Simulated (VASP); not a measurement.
# Pb (Im-3m) in VASP: settings compared

One crystal, Pb, is run at these levels: PBE, PBEsol; tasks: equation of state.

All numbers are computed with VASP 6.6.1; they aren't measurements. Logs are shortened: lines on timing, memory, paths and dates and some standing lists are left out, and cuts for length are marked.

## 1. The structure

The structure is cubic, space group Im-3m (No. 229). Conventional cell: a = 3.959 Å, b = 3.959 Å, c = 3.959 Å, α = 90.00°, β = 90.00°, γ = 90.00°. Pb (site symmetry m-3m) is surrounded by 8 Pb at 3.43 Å.

This isn't the form of Pb at room conditions, which is fcc.

## 2. Equation of state, PBE, 29.17 Å³/atom (volume scaled by 0.94)

INCAR

```
SYSTEM = Pb
PREC = Accurate
ENCUT = 520
EDIFF = 1E-7
ISMEAR = -1
SIGMA = 0.05
LREAL = .False.
LASPH = .True.
NELM = 80
ALGO = Normal
ISIF = 2
LWAVE = .False.
LCHARG = .False.
GGA = PE
NBANDS = 13
```

KPOINTS

```
regular mesh
0
Gamma
  9 9 9
  0 0 0
```

POSCAR

```
Pb
1.0
   -1.9392470115      1.9392470115      1.9392470115
    1.9392470115     -1.9392470115      1.9392470115
    1.9392470115      1.9392470115     -1.9392470115
Pb
1
Direct
    0.0000000000      0.0000000000      0.0000000000
```

Potentials or basis: VASP PAW PBE potentials, release 64 (Pb_d).

Command:

```
$ cat potpaw_PBE.64/Pb_d/POTCAR > POTCAR
$ mpirun -np 1 vasp_std > vasp.out
```

OUTCAR:

```text
SYSTEM = Pb
   PREC = Accurate
   ENCUT = 520
   EDIFF = 1E-7
   ISMEAR = -1
   LREAL = .False.
   LASPH = .True.
   NELM = 80
   ISIF = 2
   GGA = PE

 ion  position               nearest neighbor table
   1  0.000  0.000  0.000-

  LATTYP: Found a body centered cubic cell.
 ALAT       =     3.8784940230

  Lattice vectors:

 A1 = (  -1.9392470115,   1.9392470115,   1.9392470115)
 A2 = (   1.9392470115,  -1.9392470115,   1.9392470115)
 A3 = (   1.9392470115,   1.9392470115,  -1.9392470115)

Analysis of symmetry for initial positions (statically):
=====================================================================
 Subroutine PRICEL returns:
 Original cell was already a primitive cell.

 Routine SETGRP: Setting up the symmetry group for a
 body centered cubic supercell.

 Subroutine GETGRP returns: Found 48 space group operations
 (whereof 48 operations were pure point group operations)
 out of a pool of 48 trial point group operations.

The static configuration has the point symmetry O_h .

Analysis of symmetry for dynamics (positions and initial velocities):
=====================================================================
 Subroutine PRICEL returns:
 Original cell was already a primitive cell.

 Routine SETGRP: Setting up the symmetry group for a
 body centered cubic supercell.

 Subroutine GETGRP returns: Found 48 space group operations
 (whereof 48 operations were pure point group operations)
 out of a pool of 48 trial point group operations.

The dynamic configuration has the point symmetry O_h .

 Subroutine INISYM returns: Found 48 space group operations
 (whereof 48 operations are pure point group operations),
 and found     1 'primitive' translations

----------------------------------------------------------------------------------------

                                     Primitive cell

  volume of cell :      29.1715

  direct lattice vectors                    reciprocal lattice vectors
    -1.939247012  1.939247012  1.939247012     0.000000000  0.257832033  0.257832033
     1.939247012 -1.939247012  1.939247012     0.257832033  0.000000000  0.257832033
     1.939247012  1.939247012 -1.939247012     0.257832033  0.257832033  0.000000000

  length of vectors
     3.358874352  3.358874352  3.358874352     0.364629558  0.364629558  0.364629558

[... 93 lines left out ...]
   NFREE  =      0    steps in history (QN), initial steepest desc. (CG)
   ISIF   =      2    stress and relaxation
   ISYM   =      2    0-nonsym 1-usesym 2-fastsym
   POTIM  = 0.5000    time-step for ionic-motion
   TEBEG  =    0.0;   TEEND  =   0.0 temperature during run
   PSTRESS=    0.0 pullay stress
   NELECT =      14.0000    total number of electrons
   NUPDOWN=      -1.0000    fix difference up-down
   EMIN   =  10.00;   EMAX   =-10.00  energy-range for DOS
   EFERMI =   0.00;   METHOD = LEGACY
   ISMEAR =    -1;   SIGMA  =   0.05  broadening in eV -4-tet -1-fermi 0-gaus
   EFERMI_NEDOS =   21; number of points for ismear=-14 and -15
   IALGO  =     38    algorithm
   IMIX   =      4    mixing-type and parameters
     AMIX     =   0.40;   BMIX     =  1.00
     AMIX_MAG =   1.60;   BMIX_MAG =  1.00
  volume/ion in A,a.u.               =      29.17       196.86
  Fermi-wavevector in a.u.,A,eV,Ry     =   1.281733  2.422125 22.352203  1.642841
  Thomas-Fermi vector in A             =   2.414086
   LORBIT       =      0    0 simple, 1 ext, 2 COOP (PROOUT), +10 PAW based schemes
   GGA     = PE    functional components
   LHFCALC =     F    Hartree Fock is set to
   AEXX    =    0.0000 exact exchange contribution
   IVDW    =     0    specifies the selected vdW correction
   LEPSILON=     F    determine dielectric tensor
   LRPA    =     F    only Hartree local field effects (RPA)
 non-spin polarized calculation
  energy-cutoff  :      520.00
  volume of cell :       29.17
 maximum number of plane-waves:       794
 NGX is ok and might be reduce to    28
   NGX = 13   NGY = 13   NGZ = 13

 number of electron      13.9999999 magnetization

 Free energy of the ion-electron system (eV)
  ---------------------------------------------------
  ext. energy  EPLUGINS =         0.00000000
  ---------------------------------------------------
  free energy    TOTEN  =        -3.47781993 eV

  energy without entropy =       -3.47389190  energy(sigma->0) =       -3.47585592

 E-fermi :   7.7701     XC(G=0): -10.3792

 val. band max:        7.6882948851   @ k =  -0.3333   0.3333   0.3333
 cond. band min:       7.8699002268   @ k =   0.2222   0.2222   0.1111
 fundamental gap:      0.1816053417
 Fermi energy:         7.7700689680

 k-point     1 :       0.0000    0.0000    0.0000
  band No.  band energies     occupation
      1      -9.4553      2.00000
      2      -9.4553      2.00000
      3      -9.4553      2.00000
      4      -9.1878      2.00000
      5      -9.1878      2.00000
      6      -4.3063      2.00000
      7      15.7204      0.00000
      8      15.7204      0.00000
      9      15.7204      0.00000
     10      18.8917      0.00000
     11      18.8917      0.00000
     12      18.8917      0.00000
     13      20.2091      0.00000
[... 530 lines left out ...]
  band No.  band energies     occupation
      1      -9.5121      2.00000
      2      -9.5018      2.00000
      3      -9.0807      2.00000
      4      -9.0807      2.00000
      5      -9.0756      2.00000
      6       2.3675      2.00000
      7       7.2198      1.99997
      8       7.4726      1.99480
      9       7.4726      1.99480
     10      12.4350      0.00000
     11      13.1370      0.00000
     12      24.1644      0.00000
     13      26.6951      0.00000

------------------------ aborting loop because EDIFF is reached ----------------------------------------

  FORCE on cell =-STRESS in cart. coord.  units (eV):
  Direction    XX          YY          ZZ          XY          YZ          ZX
  --------------------------------------------------------------------------------------
  -------------------------------------------------------------------------------------
  Total        0.7038786      0.7038786      0.7038786      0.0000000      0.0000000      0.0000000
  in kB       38.6588550     38.6588550     38.6588550      0.0000000      0.0000000      0.0000000
  external PRESSURE =      38.6588550 kB  Pullay stress =       0.0000000 kB

 VOLUME and BASIS-vectors are now :
 -----------------------------------------------------------------------------
  energy-cutoff  :      520.00
  volume of cell :       29.17
      direct lattice vectors                 reciprocal lattice vectors
    -1.939247012  1.939247012  1.939247012     0.000000000  0.257832033  0.257832033
     1.939247012 -1.939247012  1.939247012     0.257832033  0.000000000  0.257832033
     1.939247012  1.939247012 -1.939247012     0.257832033  0.257832033  0.000000000

 POSITION                                       TOTAL-FORCE (eV/Angst)
 -----------------------------------------------------------------------------------
      0.00000      0.00000      0.00000        -0.000000      0.000000      0.000000
 -----------------------------------------------------------------------------------
    total drift:                               -0.000000     -0.000000     -0.000000

  FREE ENERGIE OF THE ION-ELECTRON SYSTEM (eV)
  ---------------------------------------------------
  free  energy   TOTEN  =        -3.4778199350 eV

  energy  without entropy=       -3.4738919008  energy(sigma->0) =       -3.47585592
```

Run time: 8.3 s. Hardware: 1 thread of Intel Xeon Platinum 8559C (Emerald Rapids), shared host; peak memory 0.16 GiB.

What came out:

| Quantity | Value |
| --- | --- |
| Free energy | -3.4778 eV |
| Pressure | 3.9 GPa |
| Band gap on the k mesh | none (metal or under the smearing width) |

## 3. Equation of state, PBE, 29.79 Å³/atom (volume scaled by 0.96)

INCAR

```
SYSTEM = Pb
PREC     = Accurate       ! precision mode
ENCUT    = 520            ! plane-wave cutoff, eV
EDIFF    = 1E-7           ! SCF threshold, eV
ISMEAR   = -1             ! smearing method
SIGMA    = 0.05           ! smearing width, eV
LREAL    = .False.        ! projectors in reciprocal space
LASPH    = .True.         ! aspherical terms in the spheres
NELM     = 60             ! most SCF steps
ALGO     = Normal         ! electronic algorithm
ISIF     = 2              ! what is computed and relaxed
LWAVE    = .False.        ! write WAVECAR
LCHARG   = .False.        ! write CHGCAR
GGA      = PE             ! functional
NBANDS   = 13             ! bands
```

KPOINTS is that of step 2.

POSCAR

```
Pb
1.0
   -1.9529041306      1.9529041306      1.9529041306
    1.9529041306     -1.9529041306      1.9529041306
    1.9529041306      1.9529041306     -1.9529041306
Pb
1
Direct
    0.0000000000      0.0000000000      0.0000000000
```

Potentials or basis: VASP PAW PBE potentials, release 64 (Pb_d).

Command:

```
$ cat potpaw_PBE.64/Pb_d/POTCAR > POTCAR
$ mpirun -np 1 vasp_std > vasp.out
```

Wall time 8.6 s (1 thread of Intel Xeon Platinum 8559C (Emerald Rapids), shared host); peak memory 0.15 GiB.

Results (log left out):

- Free energy: -3.4908 eV
- Pressure: 2.7 GPa
- Band gap on the k mesh: none (metal or under the smearing width)

## 4. Equation of state, PBE, 30.41 Å³/atom (volume scaled by 0.98)

INCAR

```
PREC = Accurate
ENCUT = 520
EDIFF = 1E-7
ISMEAR = -1
SIGMA = 0.05
LREAL = F
LASPH = T
NELM = 80
ALGO = Normal
ISIF = 2
LWAVE = F
LCHARG = F
GGA = PE
NBANDS = 13
```

KPOINTS

```
Automatic mesh
0
Gamma
  9 9 9
```

POSCAR

```
Pb
1.0
   -1.9663728605      1.9663728605      1.9663728605
    1.9663728605     -1.9663728605      1.9663728605
    1.9663728605      1.9663728605     -1.9663728605
Pb
1
Direct
    0.0000000000      0.0000000000      0.0000000000
```

Command:

```
$ cat potpaw_PBE.64/Pb_d/POTCAR > POTCAR
$ mpirun -np 1 vasp_std > vasp.out
```

Wall time 8.4 s (1 thread of Intel Xeon Platinum 8559C (Emerald Rapids), shared host); peak memory 0.15 GiB.

It converged, with:

```yaml
Free_energy: -3.4995 eV
Pressure: 1.7 GPa
Band_gap_on_the_k_mesh: none (metal or under the smearing width)
```

## 5. Equation of state, PBE, 31.65 Å³/atom (volume scaled by 1.02)

INCAR

```
SYSTEM = Pb
PREC = Accurate
ENCUT = 520
EDIFF = 1E-7
ISMEAR = -1
SIGMA = 0.05
LREAL = .False.
LASPH = .True.
NELM = 60
ALGO = Normal
ISIF = 2
LWAVE = .False.
LCHARG = .False.
GGA = PE
NBANDS = 13
```

KPOINTS

```
Automatic mesh
0
Gamma
  9 9 9
  0 0 0
```

POSCAR

```
Pb
1.0
   -1.9927702770      1.9927702770      1.9927702770
    1.9927702770     -1.9927702770      1.9927702770
    1.9927702770      1.9927702770     -1.9927702770
Pb
1
Direct
    0.0000000000      0.0000000000      0.0000000000
```

Command:

```
$ cat potpaw_PBE.64/Pb_d/POTCAR > POTCAR
$ mpirun -np 1 vasp_std > vasp.out
```

Run time: 8.6 s. Hardware: 1 thread of Intel Xeon Platinum 8559C (Emerald Rapids), shared host; peak memory 0.15 GiB.

Results (log left out):

```
Free energy            : -3.5060 eV
Pressure               : -0.1 GPa
Band gap on the k mesh : none (metal or under the smearing width)
```

## 6. Equation of state, PBE, 32.27 Å³/atom (volume scaled by 1.04)

INCAR

```
SYSTEM = Pb
  PREC = Accurate
  ENCUT = 520
  EDIFF = 1E-7
  ISMEAR = -1
  SIGMA = 0.05
  LREAL = .FALSE.
  LASPH = .TRUE.
  NELM = 60
  ALGO = Normal
  ISIF = 2
  LWAVE = .FALSE.
  LCHARG = .FALSE.
  GGA = PE
  NBANDS = 13
```

KPOINTS

```
regular mesh
0
G
  9 9 9
  0 0 0
```

POSCAR

```
Pb
1.0
   -2.0057107064      2.0057107064      2.0057107064
    2.0057107064     -2.0057107064      2.0057107064
    2.0057107064      2.0057107064     -2.0057107064
Pb
1
Direct
    0.0000000000      0.0000000000      0.0000000000
```

Potentials or basis: VASP PAW PBE potentials, release 64 (Pb_d).

Command:

```
$ cat potpaw_PBE.64/Pb_d/POTCAR > POTCAR
$ mpirun -np 1 vasp_std > vasp.out
```

Run time: 8.3 s. Hardware: 1 thread of Intel Xeon Platinum 8559C (Emerald Rapids), shared host; peak memory 0.15 GiB.

The run converged. Its results:

* Free energy: -3.5047 eV
* Pressure: -0.8 GPa
* Band gap on the k mesh: none (metal or under the smearing width)

## 7. Equation of state, PBE, 32.90 Å³/atom (volume scaled by 1.06)

INCAR

```
  PREC = Accurate
  ENCUT = 520
  EDIFF = 1E-7
  ISMEAR = -1
  SIGMA = 0.05
  LREAL = F
  LASPH = T
  NELM = 80
  ALGO = Normal
  ISIF = 2
  LWAVE = F
  LCHARG = F
  GGA = PE
  NBANDS = 13
```

KPOINTS

```
Automatic mesh
0
Gamma
  9 9 9
```

POSCAR

```
Pb
1.0
   -2.0184862782      2.0184862782      2.0184862782
    2.0184862782     -2.0184862782      2.0184862782
    2.0184862782      2.0184862782     -2.0184862782
Pb
1
Direct
    0.0000000000      0.0000000000      0.0000000000
```

Command:

```
$ cat potpaw_PBE.64/Pb_d/POTCAR > POTCAR
$ mpirun -np 1 vasp_std > vasp.out
```

It took 8.1 s on 1 thread of Intel Xeon Platinum 8559C (Emerald Rapids), shared host; peak memory 0.15 GiB.

The run converged. Its results:

| Quantity | Value |
| --- | --- |
| Free energy | -3.5009 eV |
| Pressure | -1.4 GPa |
| Band gap on the k mesh | none (metal or under the smearing width) |

## 8. Equation of state, PBE

This step only gathers the single runs of the series.

Results:

* Equilibrium volume: 31.67 Å³/atom
* Bulk modulus: 38 GPa
* Pressure derivative of the bulk modulus: 5.9

Energy against volume, from the lowest point:
```csv
volume (Å³/atom),energy (meV/atom)
29.172,28.16
29.792,15.17
30.413,6.50
31.034,1.59
31.654,0.00
32.275,1.28
32.896,5.08
```

Spin-orbit coupling is left out, which matters for the levels of Pb.

## 9. Equation of state, PBEsol, 29.17 Å³/atom (volume scaled by 0.94)

INCAR

```
SYSTEM = Pb
PREC = Accurate
ENCUT = 520
EDIFF = 1E-7
ISMEAR = -1
SIGMA = 0.05
LREAL = .FALSE.
LASPH = .TRUE.
NELM = 100
ALGO = Normal
ISIF = 2
LWAVE = .FALSE.
LCHARG = .FALSE.
GGA = PS
NBANDS = 13
```

KPOINTS

```
regular mesh
0
G
  9 9 9
  0 0 0
```

POSCAR

```
Pb
1.0
   -1.9392470115      1.9392470115      1.9392470115
    1.9392470115     -1.9392470115      1.9392470115
    1.9392470115      1.9392470115     -1.9392470115
Pb
1
Direct
    0.0000000000      0.0000000000      0.0000000000
```

Potentials or basis: VASP PAW PBE potentials, release 64 (Pb_d).

Command:

```
$ cat potpaw_PBE.64/Pb_d/POTCAR > POTCAR
$ mpirun -np 1 vasp_std > vasp.out
```

Wall time 5.3 s (1 thread of Intel Xeon 6975P-C (Granite Rapids), shared host); peak memory 0.16 GiB.

Results (log left out):

```
Free energy            : -3.9470 eV
Pressure               : 0.7 GPa
Band gap on the k mesh : none (metal or under the smearing width)
```

Caveat: the PAW data sets were made with another functional, which shifts forces and pressure a little.

## 10. Equation of state, PBEsol, 29.79 Å³/atom (volume scaled by 0.96)

INCAR is that of step 9.

KPOINTS is that of step 9.

POSCAR

```
Pb
1.0
   -1.9529041306      1.9529041306      1.9529041306
    1.9529041306     -1.9529041306      1.9529041306
    1.9529041306      1.9529041306     -1.9529041306
Pb
1
Direct
    0.0000000000      0.0000000000      0.0000000000
```

Command:

```
$ cat potpaw_PBE.64/Pb_d/POTCAR > POTCAR
$ mpirun -np 1 vasp_std > vasp.out
```

It took 5.3 s on 1 thread of Intel Xeon 6975P-C (Granite Rapids), shared host; peak memory 0.16 GiB.

It converged, with:

| Quantity | Value |
| --- | --- |
| Free energy | -3.9482 eV |
| Pressure | -0.3 GPa |
| Band gap on the k mesh | none (metal or under the smearing width) |

Caveat: the PAW data sets were made with another functional, which shifts forces and pressure a little.

## 11. Equation of state, PBEsol, 30.41 Å³/atom (volume scaled by 0.98)

INCAR is that of step 10.

KPOINTS is that of step 10.

POSCAR

```
Pb
1.0
   -1.9663728605      1.9663728605      1.9663728605
    1.9663728605     -1.9663728605      1.9663728605
    1.9663728605      1.9663728605     -1.9663728605
Pb
1
Direct
    0.0000000000      0.0000000000      0.0000000000
```

Command:

```
$ cat potpaw_PBE.64/Pb_d/POTCAR > POTCAR
$ mpirun -np 1 vasp_std > vasp.out
```

It took 5.6 s on 1 thread of Intel Xeon 6975P-C (Granite Rapids), shared host; peak memory 0.15 GiB.

Results (log left out):

```
Free energy            : -3.9455 eV
Pressure               : -1.2 GPa
Band gap on the k mesh : none (metal or under the smearing width)
```

Caveat: the PAW data sets were made with another functional, which shifts forces and pressure a little.

## 12. Equation of state, PBEsol, 31.65 Å³/atom (volume scaled by 1.02)

INCAR is that of step 11.

KPOINTS is that of step 11.

POSCAR

```
Pb
1.0
   -1.9927702770      1.9927702770      1.9927702770
    1.9927702770     -1.9927702770      1.9927702770
    1.9927702770      1.9927702770     -1.9927702770
Pb
1
Direct
    0.0000000000      0.0000000000      0.0000000000
```

Potentials or basis: VASP PAW PBE potentials, release 64 (Pb_d).

Command:

```
$ cat potpaw_PBE.64/Pb_d/POTCAR > POTCAR
$ mpirun -np 1 vasp_std > vasp.out
```

Wall time 5.4 s (1 thread of Intel Xeon 6975P-C (Granite Rapids), shared host); peak memory 0.16 GiB.

Results (log left out):

* Free energy: -3.9307 eV
* Pressure: -2.7 GPa
* Band gap on the k mesh: none (metal or under the smearing width)

Caveat: the PAW data sets were made with another functional, which shifts forces and pressure a little.

## 13. Equation of state, PBEsol, 32.27 Å³/atom (volume scaled by 1.04)

INCAR is that of step 12.

KPOINTS is that of step 12.

POSCAR

```
Pb
1.0
   -2.0057107064      2.0057107064      2.0057107064
    2.0057107064     -2.0057107064      2.0057107064
    2.0057107064      2.0057107064     -2.0057107064
Pb
1
Direct
    0.0000000000      0.0000000000      0.0000000000
```

Command:

```
$ cat potpaw_PBE.64/Pb_d/POTCAR > POTCAR
$ mpirun -np 1 vasp_std > vasp.out
```

Run time: 5.7 s. Hardware: 1 thread of Intel Xeon 6975P-C (Granite Rapids), shared host; peak memory 0.15 GiB.

It converged, with:

```yaml
Free_energy: -3.9193 eV
Pressure: -3.3 GPa
Band_gap_on_the_k_mesh: none (metal or under the smearing width)
```

Caveat: the PAW data sets were made with another functional, which shifts forces and pressure a little.

## 14. Equation of state, PBEsol, 32.90 Å³/atom (volume scaled by 1.06)

INCAR is that of step 13.

KPOINTS is that of step 13.

POSCAR

```
Pb
1.0
   -2.0184862782      2.0184862782      2.0184862782
    2.0184862782     -2.0184862782      2.0184862782
    2.0184862782      2.0184862782     -2.0184862782
Pb
1
Direct
    0.0000000000      0.0000000000      0.0000000000
```

Command:

```
$ cat potpaw_PBE.64/Pb_d/POTCAR > POTCAR
$ mpirun -np 1 vasp_std > vasp.out
```

It took 5.7 s on 1 thread of Intel Xeon 6975P-C (Granite Rapids), shared host; peak memory 0.15 GiB.

The run converged. Its results:

```
Free energy            : -3.9058 eV
Pressure               : -3.8 GPa
Band gap on the k mesh : none (metal or under the smearing width)
```

Caveat: the PAW data sets were made with another functional, which shifts forces and pressure a little.

## 15. Equation of state, PBEsol

Potentials or basis: VASP PAW PBE potentials, release 64 (Pb_d).

No new run: the results of the series are fitted here.

Results:

* Equilibrium volume: 29.66 Å³/atom
* Bulk modulus: 49 GPa
* Pressure derivative of the bulk modulus: 5.8

Energy against volume, from the lowest point:
| volume (Å³/atom) | energy (meV/atom) |
| --- | --- |
| 29.172 | 1.18 |
| 29.792 | 0.00 |
| 30.413 | 2.65 |
| 31.034 | 8.63 |
| 31.654 | 17.50 |
| 32.275 | 28.84 |
| 32.896 | 42.33 |

Caveat: the PAW data sets were made with another functional, which shifts forces and pressure a little.
